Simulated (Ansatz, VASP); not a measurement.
## One calculation of Nb, two programs

```
Nb
1.0
     0.00000    2.17845    2.11500
     2.17845    0.00000    2.11500
     2.17845    2.17845    0.00000
Nb
1
Direct
  0.00000 0.00000 0.00000
```

Change from the starting cell: strain +0.030 along x and y, +0.000 along z, atoms carried along.

Alike in both runs: task single point; functional r2SCAN; k mesh 20 × 20 × 20; occupations gaussian, width 0.15 eV; no spin polarisation.

|  | VASP | Ansatz |
| --- | --- | --- |
| version | VASP 6.6.1 | Ansatz 0.2.0 |
| potentials or method | VASP PAW PBE potentials, release 64 (Nb_sv) | scalar-relativistic, plane waves, PAW |
| plane-wave cutoff (eV) | 520 | 500 |
| valence electrons in the cell | 13 | 13 |

VASP gave:

* gap on the k mesh at the Fermi level (eV): none
* pressure (GPa): -10.9
* largest component of the traceless stress (GPa): 4.16

Problem. Estimate Ansatz's values.

Solution. gap on the k mesh at the Fermi level (eV): none; pressure (GPa): -10.8; largest component of the traceless stress (GPa): 4.19.

A gap of «none» marks a metal or a gap that the smearing closes.

Caveats: the PAW data sets were made with another functional, which shifts forces and pressure a little (VASP).
